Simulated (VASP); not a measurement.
# PtSe2 (Sudovikovite) (P-3m1) in VASP: notebook

Aim: see how the results for PtSe2 (Sudovikovite) move with the level of theory and the settings. Levels: PBE+D3(BJ), PBEsol. Tasks: relaxation of cell and atoms.

Everything below comes from runs of VASP 6.6.1. Logs are shortened: lines on timing, memory, paths and dates and some standing lists are left out, and cuts for length are marked.

## 1. The structure

Symmetry: P-3m1, No. 164, trigonal system. The conventional cell has a = 3.770 Å, b = 3.770 Å, c = 4.812 Å, α = 90.00°, β = 90.00°, γ = 120.00°. Pt (site symmetry -3m) has 6 Se at 2.53 Å as nearest neighbours. Se (site symmetry 3m) has 3 Pt at 2.53 Å as nearest neighbours.

## 2. Relaxation of cell and atoms, PBE+D3(BJ)

Input file INCAR:

```
SYSTEM = PtSe2
PREC = Accurate
ENCUT = 600
EDIFF = 1E-7
ISMEAR = 0
SIGMA = 0.03
LREAL = .False.
LASPH = .True.
NELM = 80
ALGO = Normal
ISIF = 3
LWAVE = .False.
LCHARG = .False.
GGA = PE
IVDW = 12
IBRION = 2
NSW = 90
EDIFFG = -0.005
KPAR = 4
```

Input file KPOINTS:

```
regular mesh
0
Gamma
  9 9 5
  0 0 0
```

Input file POSCAR:

```
PtSe2                                   
1.0
    3.7698145557      0.0000000000      0.0000000000
   -1.8849072778      3.2647551728     -0.0000000000
    0.0000000000      0.0000000000      4.8122564342
  Pt              Se            
     1     2
Direct
     0.0000000000000000    0.0000000000000000    0.0000000000000000
     0.3333333332999970    0.6666666667000030    0.2666359095839951
     0.6666666667000030    0.3333333332999970    0.7333640904160045
```

Potentials or basis: VASP PAW PBE potentials, release 64 (Pt, Se).

Launch:

```console
> cat potpaw_PBE.64/Pt/POTCAR potpaw_PBE.64/Se/POTCAR > POTCAR
> mpirun -np 4 vasp_std > vasp.out
```

OUTCAR:

```text
SYSTEM = PtSe2
   PREC = Accurate
   ENCUT = 600
   EDIFF = 1E-7
   ISMEAR = 0
   LREAL = .False.
   LASPH = .True.
   NELM = 80
   ISIF = 3
   GGA = PE
   IVDW = 12
   IBRION = 2
   NSW = 90
   EDIFFG = -0.005
 IVDW          = 12

 ion  position               nearest neighbor table
   1  0.000  0.000  0.000-   2 2.53   3 2.53   2 2.53   3 2.53   3 2.53   2 2.53
   2  0.333  0.667  0.267-   1 2.53   1 2.53   1 2.53
   3  0.667  0.333  0.733-   1 2.53   1 2.53   1 2.53

  LATTYP: Found a hexagonal cell.
 ALAT       =     3.7698145557
 C/A-ratio  =     1.2765233841

  Lattice vectors:

 A1 = (   3.7698145557,   0.0000000000,   0.0000000000)
 A2 = (  -1.8849072778,   3.2647551728,   0.0000000000)
 A3 = (   0.0000000000,   0.0000000000,   4.8122564342)

Analysis of symmetry for initial positions (statically):
=====================================================================
 Subroutine PRICEL returns:
 Original cell was already a primitive cell.

 Routine SETGRP: Setting up the symmetry group for a
 hexagonal supercell.

 Subroutine GETGRP returns: Found 12 space group operations
 (whereof 12 operations were pure point group operations)
 out of a pool of 24 trial point group operations.

The static configuration has the point symmetry D_3d.

Analysis of symmetry for dynamics (positions and initial velocities):
=====================================================================
 Subroutine PRICEL returns:
 Original cell was already a primitive cell.

 Routine SETGRP: Setting up the symmetry group for a
 hexagonal supercell.

 Subroutine GETGRP returns: Found 12 space group operations
 (whereof 12 operations were pure point group operations)
 out of a pool of 24 trial point group operations.

The dynamic configuration has the point symmetry D_3d.

 Subroutine INISYM returns: Found 12 space group operations
 (whereof 12 operations are pure point group operations),
 and found     1 'primitive' translations

----------------------------------------------------------------------------------------

                                     Primitive cell

  volume of cell :      59.2269

  direct lattice vectors                    reciprocal lattice vectors
     3.769814556  0.000000000  0.000000000     0.265265038  0.153150841  0.000000000
    -1.884907278  3.264755173  0.000000000     0.000000000  0.306301682  0.000000000
     0.000000000  0.000000000  4.812256434     0.000000000  0.000000000  0.207802725

  length of vectors
     3.769814556  3.769814556  4.812256434     0.306301682  0.306301682  0.207802725

  position of ions in fractional coordinates (direct lattice)
     0.000000000  0.000000000  0.000000000
     0.333333333  0.666666667  0.266635910
     0.666666667  0.333333333  0.733364090

  ion indices of the primitive-cell ions
   primitive index   ion index
                 1           1
                 2           2
                 3           3

----------------------------------------------------------------------------------------

 KPOINTS: regular mesh

Automatic generation of k-mesh.
 Grid dimensions read from file:
 generate k-points for:    9    9    5

 Generating k-lattice:

  Cartesian coordinates                     Fractional coordinates (reciprocal lattice)
     0.029473893  0.017016760  0.000000000     0.111111111 -0.000000000  0.000000000
     0.000000000  0.034033520  0.000000000     0.000000000  0.111111111  0.000000000
     0.000000000  0.000000000  0.041560545     0.000000000  0.000000000  0.200000000

  Length of vectors
     0.034033520  0.034033520  0.041560545

  Shift w.r.t. Gamma in fractional coordinates (k-lattice)
     0.000000000  0.000000000  0.000000000

 Subroutine IBZKPT returns following result:
 ===========================================

 Found     50 irreducible k-points:

 Following reciprocal coordinates:
            Coordinates               Weight
  0.000000  0.000000  0.000000      1.000000
  0.111111  0.000000  0.000000      6.000000
  0.222222  0.000000  0.000000      6.000000
  0.333333 -0.000000  0.000000      6.000000
  0.444444  0.000000  0.000000      6.000000
  0.111111  0.111111  0.000000      6.000000
[... 16 lines left out ...]
  0.222222  0.111111  0.200000     12.000000
 -0.111111  0.333333  0.200000     12.000000
 [... further k-points ...]
   k-points           NKPTS =     50   k-points in BZ     NKDIM =     50   number of bands    NBANDS=     15
   number of dos      NEDOS =    301   number of ions     NIONS =      3
   total plane-waves  NPLWV =  36000
   dimension x,y,z NGX =    30 NGY =   30 NGZ =   40
   dimension x,y,z NGXF=    60 NGYF=   60 NGZF=   80
   ions per type =               1   2
   NGX,Y,Z   is equivalent  to a cutoff of  13.23, 13.23, 13.82 a.u.
   NGXF,Y,Z  is equivalent  to a cutoff of  26.46, 26.46, 27.64 a.u.
 SYSTEM =  PtSe2
   PREC   = accura    normal or accurate (medium, high low for compatibility)
   ISTART =      0    job   : 0-new  1-cont  2-samecut
   ICHARG =      2    charge: 1-file 2-atom 10-const
   ISPIN  =      1    spin polarized calculation?
   LNONCOLLINEAR =      F non collinear calculations
   LSORBIT =      F    spin-orbit coupling
   LASPH  =      T    aspherical Exc in radial PAW
   ENCUT  =  600.0 eV  44.10 Ry    6.64 a.u.   7.53  7.53  9.61*2*pi/ulx,y,z
   NELM   =     80;   NELMIN=  2; NELMDL= -5     # of ELM steps
   EDIFF  = 0.1E-06   stopping-criterion for ELM
   LREAL  =      F    real-space projection
   EDIFFG = -.5E-02   stopping-criterion for IOM
   NSW    =     90    number of steps for IOM
   IBRION =      2    ionic relax: 0-MD 1-quasi-New 2-CG
   NFREE  =      1    steps in history (QN), initial steepest desc. (CG)
   ISIF   =      3    stress and relaxation
   ISYM   =      2    0-nonsym 1-usesym 2-fastsym
   POTIM  = 0.5000    time-step for ionic-motion
   TEBEG  =    0.0;   TEEND  =   0.0 temperature during run
   PSTRESS=    0.0 pullay stress
   NELECT =      22.0000    total number of electrons
   NUPDOWN=      -1.0000    fix difference up-down
   EMIN   =  10.00;   EMAX   =-10.00  energy-range for DOS
   EFERMI =   0.00;   METHOD = LEGACY
   ISMEAR =     0;   SIGMA  =   0.03  broadening in eV -4-tet -1-fermi 0-gaus
   EFERMI_NEDOS =   21; number of points for ismear=-14 and -15
   IALGO  =     38    algorithm
   IMIX   =      4    mixing-type and parameters
     AMIX     =   0.40;   BMIX     =  1.00
     AMIX_MAG =   1.60;   BMIX_MAG =  1.00
  volume/ion in A,a.u.               =      19.74       133.23
  Fermi-wavevector in a.u.,A,eV,Ry     =   1.176818  2.223863 18.842714  1.384900
  Thomas-Fermi vector in A             =   2.313175
   LORBIT       =      0    0 simple, 1 ext, 2 COOP (PROOUT), +10 PAW based schemes
   GGA     = PE    functional components
   LHFCALC =     F    Hartree Fock is set to
   AEXX    =    0.0000 exact exchange contribution
   IVDW    =    12    specifies the selected vdW correction
   LEPSILON=     F    determine dielectric tensor
   LRPA    =     F    only Hartree local field effects (RPA)
 conjugate gradient relaxation of ions
 non-spin polarized calculation
 Gauss-broadening in eV      SIGMA  =   0.03
  energy-cutoff  :      600.00
  volume of cell :       59.23
 maximum number of plane-waves:      1994
 NGX is ok and might be reduce to    30
   NGX = 15   NGY = 15   NGZ = 19

--------------------------------------- Ionic step        1  -------------------------------------------

 number of electron      22.0000002 magnetization

 Free energy of the ion-electron system (eV)
  ---------------------------------------------------
  ext. energy  EPLUGINS =         0.00000000
  ---------------------------------------------------
  free energy    TOTEN  =       -14.19058095 eV

  energy without entropy =      -14.18976009  energy(sigma->0) =      -14.19017052

------------------------ aborting loop because EDIFF is reached ----------------------------------------

 Edisp (eV)   -1.47489

 E8    (eV) :    -0.6337

  FORCE on cell =-STRESS in cart. coord.  units (eV):
  Direction    XX          YY          ZZ          XY          YZ          ZX
  --------------------------------------------------------------------------------------
  -------------------------------------------------------------------------------------
  Total      -0.00126    -0.00126     0.02930    -0.00000     0.00000    -0.00000
  in kB      -0.03404    -0.03404     0.79249    -0.00000     0.00000    -0.00000
  external pressure =        0.24 kB  Pullay stress =        0.00 kB

 VOLUME and BASIS-vectors are now :
 -----------------------------------------------------------------------------
  energy-cutoff  :      600.00
  volume of cell :       59.23
      direct lattice vectors                 reciprocal lattice vectors
     3.769814556  0.000000000  0.000000000     0.265265038  0.153150841  0.000000000
    -1.884907278  3.264755173  0.000000000     0.000000000  0.306301682  0.000000000
     0.000000000  0.000000000  4.812256434     0.000000000  0.000000000  0.207802725
[... 124 lines left out ...]
 POSITION                                       TOTAL-FORCE (eV/Angst)
 -----------------------------------------------------------------------------------
      0.00000     -0.00000     -0.00000         0.000000     -0.000000      0.000000
     -0.00000      2.17623      1.28423        -0.000000      0.000000     -0.007835
      1.88467      1.08811      3.53309         0.000000     -0.000000      0.007835
 -----------------------------------------------------------------------------------
    total drift:                                0.000000     -0.000000     -0.000000

  FREE ENERGIE OF THE ION-ELECTRON SYSTEM (eV)
  ---------------------------------------------------
  free  energy   TOTEN  =       -15.6654780208 eV

  energy  without entropy=      -15.6646718065  energy(sigma->0) =      -15.66507491

--------------------------------------- Ionic step        5  -------------------------------------------

 number of electron      22.0000002 magnetization

 Free energy of the ion-electron system (eV)
  ---------------------------------------------------
  ext. energy  EPLUGINS =         0.00000000
  ---------------------------------------------------
  free energy    TOTEN  =       -14.19182570 eV

  energy without entropy =      -14.19102802  energy(sigma->0) =      -14.19142686

 E-fermi :   6.7627     XC(G=0): -10.8377

 val. band max:        6.7565692155   @ k =   0.0000   0.2222   0.2000
 cond. band min:       6.7669191033   @ k =  -0.1111   0.4444   0.2000
 fundamental gap:      0.0103498878
 Fermi energy:         6.7627189327

 k-point     1 :       0.0000    0.0000    0.0000
  band No.  band energies     occupation
      1      -8.9383      2.00000
      2      -5.8301      2.00000
      3      -0.3913      2.00000
      4       0.5231      2.00000
      5       0.5231      2.00000
      6       2.9536      2.00000
      7       2.9536      2.00000
      8       4.2586      2.00000
      9       5.7407      2.00000
     10       5.7407      2.00000
     11       7.5286      0.00000
     12       7.7898      0.00000
     13       7.7898      0.00000
     14      10.0997      0.00000
     15      10.8547      0.00000
[... 397 lines left out ...]
 k-point    24 :      -0.1111    0.3333    0.2000
  band No.  band energies     occupation
      1      -7.9645      2.00000
      2      -6.4300      2.00000
      3       0.0867      2.00000
      4       0.7789      2.00000
      5       1.0903      2.00000
      6       1.9228      2.00000
      7       2.5798      2.00000
      8       3.4115      2.00000
      9       4.4946      2.00000
     10       4.9046      2.00000
     11       6.1666      2.00000
     12       7.0572      0.00000
     13       8.0965      0.00000
     14      11.3041      0.00000
     15      12.8722      0.00000

 [... further k-points ...]

------------------------ aborting loop because EDIFF is reached ----------------------------------------

 Edisp (eV)   -1.47366

 E8    (eV) :    -0.6332

  FORCE on cell =-STRESS in cart. coord.  units (eV):
  Direction    XX          YY          ZZ          XY          YZ          ZX
  --------------------------------------------------------------------------------------
  -------------------------------------------------------------------------------------
  Total       0.00694     0.00694     0.00297     0.00000     0.00000    -0.00000
  in kB       0.18763     0.18763     0.08037     0.00000     0.00000    -0.00000
  external pressure =        0.15 kB  Pullay stress =        0.00 kB

 VOLUME and BASIS-vectors are now :
 -----------------------------------------------------------------------------
  energy-cutoff  :      600.00
  volume of cell :       59.27
      direct lattice vectors                 reciprocal lattice vectors
     3.768325745 -0.000000000 -0.000000000     0.265369840  0.153211349 -0.000000000
    -1.884162873  3.263465825 -0.000000000     0.000000000  0.306422697  0.000000000
     0.000000000 -0.000000000  4.819813490     0.000000000  0.000000000  0.207476908

 POSITION                                       TOTAL-FORCE (eV/Angst)
 -----------------------------------------------------------------------------------
      0.00000     -0.00000     -0.00000         0.000000      0.000000      0.000000
     -0.00000      2.17564      1.28455        -0.000000      0.000000     -0.004142
      1.88416      1.08782      3.53526         0.000000     -0.000000      0.004142
 -----------------------------------------------------------------------------------
    total drift:                                0.000000     -0.000000      0.000000

  FREE ENERGIE OF THE ION-ELECTRON SYSTEM (eV)
  ---------------------------------------------------
  free  energy   TOTEN  =       -15.6654859540 eV

  energy  without entropy=      -15.6646882702  energy(sigma->0) =      -15.66508711

 reached required accuracy - stopping structural energy minimisation
```

It took 36 s on 4 MPI ranks of Intel Xeon Platinum 8559C (Emerald Rapids), shared host; peak memory 0.23 GiB.

What came out:

```
Free energy                            : -15.6655 eV
Relaxed volume                         : 19.76 Å³/atom
Relaxed cell                           : a = 3.768 Å, b = 3.768 Å, c = 4.820 Å, α = 90.00°, β = 90.00°, γ = 120.00°
Space group after relaxing (to 0.05 Å) : P-3m1 (No. 164)
Energy gained by relaxing              : 0.0 meV/atom
Ionic steps                            : 5
Pressure after relaxing                : 0.0 GPa
Largest force after relaxing           : 0.004 eV/Å
Band gap on the k mesh                 : none (metal or under the smearing width)
Dispersion energy per atom             : -0.491 eV
```

Forces in eV/Å, atoms in the order of the input:
```
Pt   0.000  0.000  0.000
Se   0.000  0.000 -0.004
Se   0.000  0.000  0.004
```

Final structure:
```
Pt Se
1.0
     3.76833    0.00000    0.00000
    -1.88416    3.26347    0.00000
     0.00000    0.00000    4.81981
Pt Se
1 2
Cartesian
  0.0000 0.0000 0.0000
  0.0000 2.1756 1.2845
  1.8842 1.0878 3.5353
```

Caveat: pairwise dispersion overbinds metals, which lowers pressure and volume. The run has no spin-orbit coupling, so splittings on Pt are missing.

## 3. Relaxation of cell and atoms, PBEsol

This run uses another cell than the first one, of 20.27 Å³/atom, 1.026 times its volume.

Input file INCAR:

```
SYSTEM = PtSe2
ALGO = Normal
EDIFF = 1E-6
EDIFFG = -0.01
ENCUT = 600
GGA = PS
IBRION = 2
ISIF = 3
ISMEAR = 0
LASPH = .True.
LCHARG = .False.
LREAL = .False.
LWAVE = .False.
NELM = 80
NSW = 90
PREC = Accurate
SIGMA = 0.03
```

Input file KPOINTS:

```
k-points
0
Gamma
  9 9 5
  0 0 0
```

Input file POSCAR:

```
PtSe2
1.0
    3.7240000000      0.0000000000      0.0000000000
   -1.8620000000      3.2250786037      0.0000000000
    0.0000000000      0.0000000000      5.0620000000
Pt Se
1 2
Direct
    0.0000000000      0.0000000000      0.0000000000
    0.3333333333      0.6666666667      0.2500000000
    0.6666666667      0.3333333333      0.7500000000
```

Potentials or basis: VASP PAW PBE potentials, release 64 (Pt, Se).

Launch:

```console
> cat potpaw_PBE.64/Pt/POTCAR potpaw_PBE.64/Se/POTCAR > POTCAR
> mpirun -np 1 vasp_std > vasp.out
```

It took 8.4 min on 1 thread of Intel Xeon Platinum 8259CL at 2.50GHz (Skylake/Cascade Lake), shared host; peak memory 0.24 GiB.

Results (log left out):

- Free energy: -15.9040 eV
- Relaxed volume: 19.82 Å³/atom
- Relaxed cell: a = 3.758 Å, b = 3.758 Å, c = 4.861 Å, α = 90.00°, β = 90.00°, γ = 120.00°
- Space group after relaxing (to 0.05 Å): P-3m1 (No. 164)
- Energy gained by relaxing: 7.0 meV/atom
- Ionic steps: 19
- Pressure after relaxing: 0.0 GPa
- Largest force after relaxing: 0.010 eV/Å
- Band gap on the k mesh: none (metal or under the smearing width)

Forces on the atoms (eV/Å):
```
Pt   0.000  0.000  0.000
Se   0.000  0.000  0.010
Se   0.000  0.000 -0.010
```

Step by step:
```
step  energy change (eV)  largest force (eV/Å)  pressure (GPa)  volume (Å³)
   1              0.0000                0.3279            2.27        60.80
   2              0.0160                0.2955           -4.03        63.36
   3             -0.0087                0.0843           -0.25        61.73
   4             -0.0087                0.0887           -0.20        61.71
   5             -0.0099                0.0847           -0.20        61.55
   6             -0.0134                0.0718           -0.17        61.07
   7             -0.0190                0.0193           -0.02        60.10
   8             -0.0147                0.1531            0.68        58.17
   9             -0.0203                0.0087            0.20        59.57
  10             -0.0182                0.1156           -1.41        59.92
  11             -0.0207                0.0392           -0.27        59.67
  12             -0.0209                0.0324            0.03        59.37
  13             -0.0211                0.0051           -0.09        59.49
  14             -0.0211                0.0039           -0.08        59.49
  15             -0.0210                0.0172           -0.19        59.58
  16             -0.0211                0.0018           -0.10        59.50
  17             -0.0211                0.0031           -0.11        59.49
  18             -0.0210                0.0258            0.30        59.34
  19             -0.0211                0.0095           -0.01        59.45
```

Final structure:
```yaml
crystal:
  lattice:
    - [3.75811, 0.00000, 0.00000]
    - [-1.87905, 3.25462, 0.00000]
    - [0.00000, 0.00000, 4.86059]
  atoms:
    - { symbol: Pt, position: [0.00000, 0.00000, 0.00000] }
    - { symbol: Se, position: [0.33333, 0.66667, 0.26181] }
    - { symbol: Se, position: [0.66667, 0.33333, 0.73819] }
```

Levels at points of the mesh, in eV from the Fermi level:
```
           k point  band 9  band 10  band 11  band 12  band 13  band 14
(0.00, 0.00, 0.00)   -1.05    -1.05     0.71     1.14     1.14     3.23
```

Caveat: the PAW data sets were made with another functional, which shifts forces and pressure a little.
